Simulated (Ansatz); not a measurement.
**TiSe2 (CdI2 type): how the settings move a single-point run**

How sensitive is a single-point run of TiSe2 (CdI2 type) to its settings? A reference run comes first, then five runs with altered input.

Program: Ansatz 0.2.0. Level of theory: reference: DFT r2SCAN, scalar-relativistic, plane waves, PAW. These are calculated values, not measurements.

## (1) The system as given

Symmetry: P-3m1, No. 164, trigonal system. The conventional cell has a = 3.561 Å, b = 3.561 Å, c = 6.331 Å, α = 90.00°, β = 90.00°, γ = 120.00°. Ti (site symmetry -3m) has 6 Se at 2.56 Å as nearest neighbours. Around Se (site symmetry 3m) lie 3 Ti at 2.56 Å.

Structure file:

```cif
data_structure
_symmetry_space_group_name_H-M 'P-3m1'
_symmetry_Int_Tables_number 164
_cell_length_a 3.5607
_cell_length_b 3.5607
_cell_length_c 6.3309
_cell_angle_alpha 90.000
_cell_angle_beta 90.000
_cell_angle_gamma 120.000
_cell_volume 69.52
loop_
_atom_site_label
_atom_site_type_symbol
_atom_site_symmetry_multiplicity
_atom_site_Wyckoff_symbol
_atom_site_fract_x
_atom_site_fract_y
_atom_site_fract_z
_atom_site_occupancy
Ti1 Ti 1 a 0.00000 0.00000 0.00000 1
Se1 Se 2 d 0.33333 0.66667 0.23990 1
```

## (2) The reference run

File input.yaml:

```yaml
crystal:
  lattice:
    - [3.5607489895, 0.0, 0.0]
    - [-1.7803744948, 3.0836990814, 0.0]
    - [0.0, 0.0, 6.3309198172]
  atoms:
    - { symbol: Ti, position: [0.0, 0.0, 0.0] }
    - { symbol: Se, position: [0.3333333333, 0.6666666667, 0.2398975843] }
    - { symbol: Se, position: [0.6666666667, 0.3333333333, 0.7601024157] }
basis:
  ecutwfc: 500
  ecutrho_ratio: 4
kpoints:
  mp_grid: { grid: [12, 12, 6] }
  band_path:
    path:
      - [[0.0, 0.0, 0.0], [0.5, 0.0, 0.0], [0.33333333, 0.33333333, 0.0], [0.0, 0.0, 0.0], [0.0, 0.0, 0.5], [0.5, 0.0, 0.5], [0.33333333, 0.33333333, 0.5], [0.0, 0.0, 0.5]]
      - [[0.5, 0.0, 0.5], [0.5, 0.0, 0.0]]
      - [[0.33333333, 0.33333333, 0.5], [0.33333333, 0.33333333, 0.0]]
    npoints: 14
hamiltonian:
  xc: r2scan
scf:
  occupations: { method: gaussian, width: 0.05 }
  n_extra_bands: 13
output:
  forces: true
  stress: true
  eigenvalues: true
  populations: true
  dos: { projected: true, de: 0.02, nscf_kmesh: { grid: [18, 18, 9] } }
  bader: true
  write_density: true
  write_potential: true
  elf: true
  volumetric_format: npy
```

The run is started by

```
ansatz run input.yaml --threads 4 --pin off --max-ram 7168MiB --backend cpu --events-out ev --progress --plain --runs-dir out
```

## (3) Changing settings: symmetry.detect false, mixing.algorithm anderson, mixing.beta 0.2

File input.yaml:

```yaml
crystal:
  lattice:
    - [3.560748989496, 2.886746337527e-11, 0.0]
    - [-1.780374494773, 3.083699081389, 0.0]
    - [0.0, 0.0, 6.3309198172]
  atoms:
    - { symbol: Ti, position: [0.0, 0.0, 0.0] }
    - { symbol: Se, position: [0.3333333333333, 0.6666666666667, 0.2398975843] }
    - { symbol: Se, position: [0.6666666666667, 0.3333333333333, 0.7601024157] }
  symmetry: { detect: false }
basis:
  ecutwfc: 500
  ecutrho_ratio: 4
kpoints:
  mp_grid: { grid: [12, 12, 6] }
hamiltonian:
  xc: r2scan
scf:
  occupations: { method: gaussian, width: 0.05 }
  mixing: { algorithm: anderson, beta: 0.2 }
output:
  forces: true
  stress: true
```

## (4) Variant: starting moments, spin_polarized true

File input.yaml:

```yaml
crystal:
  lattice:
    - [3.560748989496, 2.886746337527e-11, 0.0]
    - [-1.780374494773, 3.083699081389, 0.0]
    - [0.0, 0.0, 6.3309198172]
  atoms:
    - { symbol: Ti, position: [0.0, 0.0, 0.0], spin: 0.2 }
    - { symbol: Se, position: [0.3333333333333, 0.6666666666667, 0.2398975843], spin: 0.2 }
    - { symbol: Se, position: [0.6666666666667, 0.3333333333333, 0.7601024157], spin: 0.2 }
basis:
  ecutwfc: 500
  ecutrho_ratio: 4
kpoints:
  mp_grid: { grid: [12, 12, 6] }
hamiltonian:
  xc: r2scan
scf:
  occupations: { method: gaussian, width: 0.05 }
output:
  forces: true
  stress: true
  write_density: true
  write_potential: true
  elf: true
  volumetric_format: npy
magnetization:
  spin_polarized: true
```

## (5) Changed: ecutwfc 25.7 Ry

File input.yaml:

```yaml
crystal:
  lattice:
    - [3.560748989496, 2.886746337527e-11, 0.0]
    - [-1.780374494773, 3.083699081389, 0.0]
    - [0.0, 0.0, 6.3309198172]
  atoms:
    - { symbol: Ti, position: [0.0, 0.0, 0.0] }
    - { symbol: Se, position: [0.3333333333333, 0.6666666666667, 0.2398975843] }
    - { symbol: Se, position: [0.6666666666667, 0.3333333333333, 0.7601024157] }
basis:
  ecutwfc: "25.7 Ry"
  ecutrho_ratio: 4
kpoints:
  mp_grid: { grid: [12, 12, 6] }
hamiltonian:
  xc: r2scan
scf:
  occupations: { method: gaussian, width: 0.05 }
output:
  forces: true
  stress: true
  write_density: true
  write_potential: true
  elf: true
  volumetric_format: npy
```

## (6) Changing settings: hubbard.sites [{species: Ti, l: d, u_eff: 8.0}], hubbard.double_counting fll, lower_state_search standard

File input.yaml:

```yaml
crystal:
  lattice:
    - [3.560748989496, 2.886746337527e-11, 0.0]
    - [-1.780374494773, 3.083699081389, 0.0]
    - [0.0, 0.0, 6.3309198172]
  atoms:
    - { symbol: Ti, position: [0.0, 0.0, 0.0] }
    - { symbol: Se, position: [0.3333333333333, 0.6666666666667, 0.2398975843] }
    - { symbol: Se, position: [0.6666666666667, 0.3333333333333, 0.7601024157] }
basis:
  ecutwfc: 500
  ecutrho_ratio: 4
kpoints:
  mp_grid: { grid: [12, 12, 6] }
hamiltonian:
  xc: r2scan
  hubbard: { sites: [{ species: Ti, l: d, u_eff: 8.0 }], double_counting: fll }
scf:
  occupations: { method: gaussian, width: 0.05 }
  lower_state_search: standard
output:
  forces: true
  stress: true
  write_density: true
  write_potential: true
  elf: true
  volumetric_format: npy
```

## (7) Variant: accuracy high

File input.yaml:

```yaml
crystal:
  lattice:
    - [3.560748989496, 2.886746337527e-11, 0.0]
    - [-1.780374494773, 3.083699081389, 0.0]
    - [0.0, 0.0, 6.3309198172]
  atoms:
    - { symbol: Ti, position: [0.0, 0.0, 0.0] }
    - { symbol: Se, position: [0.3333333333333, 0.6666666666667, 0.2398975843] }
    - { symbol: Se, position: [0.6666666666667, 0.3333333333333, 0.7601024157] }
basis:
  ecutwfc: 500
  ecutrho_ratio: 4
kpoints:
  mp_grid: { grid: [12, 12, 6] }
hamiltonian:
  xc: r2scan
scf:
  occupations: { method: gaussian, width: 0.05 }
output:
  forces: true
  stress: true
accuracy: high
```

Before running it: what results should come out? Wanted: for each run, ending; energy change; pressure; gap; force.

The runs gave:

```
                                                                                                         run     ending                                        energy change  pressure (GPa)  gap (eV)  force (eV/Å)  cycles   time
                                                                                                   reference  converged                                                    0            -0.1      0.00          0.00       9   22 s
                                        1: symmetry.detect false, mixing.algorithm anderson, mixing.beta 0.2  converged                                         0.0 meV/atom            -0.1      0.00          0.00       9   26 s
                                                                    2: starting moments, spin_polarized true  converged                                         0.0 meV/atom            -0.1      0.00          0.00      21   20 s
                                                                                          3: ecutwfc 25.7 Ry  converged                                        +4.8 meV/atom            -0.1      0.00          0.00       8  3.1 s
4: hubbard.sites [{species: Ti, l: d, u_eff: 8.0}], hubbard.double_counting fll, lower_state_search standard  converged  +2.13 eV/atom (U changed: no physical gain or loss)             8.0      1.29          0.49      10  6.7 s
                                                                                            5: accuracy high  converged                                         0.0 meV/atom            -0.1      0.00          0.00      10  4.9 s
```

Times don't compare one to one where runs were asked for different outputs or read a saved state (see the inputs); cycles may leave out searches for a lower state.

Residual by cycle in the longest SCF loop of each run; runs are numbered as in the table. The quantity is the density residual dr2, in eV.

```
cycle  reference    run 1    run 2    run 3    run 4    run 5
    1      0.991    0.987      3.9    0.994     2.18    0.987
    3      0.036  0.00346    0.265  0.00383   0.0986  0.00303
    5    0.00381   1.0e-4     0.12   2.7e-4  0.00305   2.1e-4
    6     9.2e-5   4.1e-5   0.0101   2.8e-6   4.9e-4   4.7e-6
    8     1.1e-7   1.7e-6  0.00679   3.6e-9   2.7e-5   1.2e-8
   10          -        -   3.7e-4        -   2.6e-8  1.8e-12
   12          -        -   6.6e-5        -        -        -
   14          -        -   1.4e-6        -        -        -
   16          -        -   2.1e-7        -        -        -
   17          -        -   5.2e-9        -        -        -
   19          -        -   2.2e-8        -        -        -
   21          -        -   1.8e-9        -        -        -
```

What this shows: Of the converged runs whose energies compare with the reference's, «ecutwfc 25.7 Ry» moves the energy most (+4.8 meV/atom). Run 3 ran under the cutoff that the potentials recommend, as the log warns, so basis error is mixed into its values. A changed U is a change of model: its shifts are not errors of convergence.
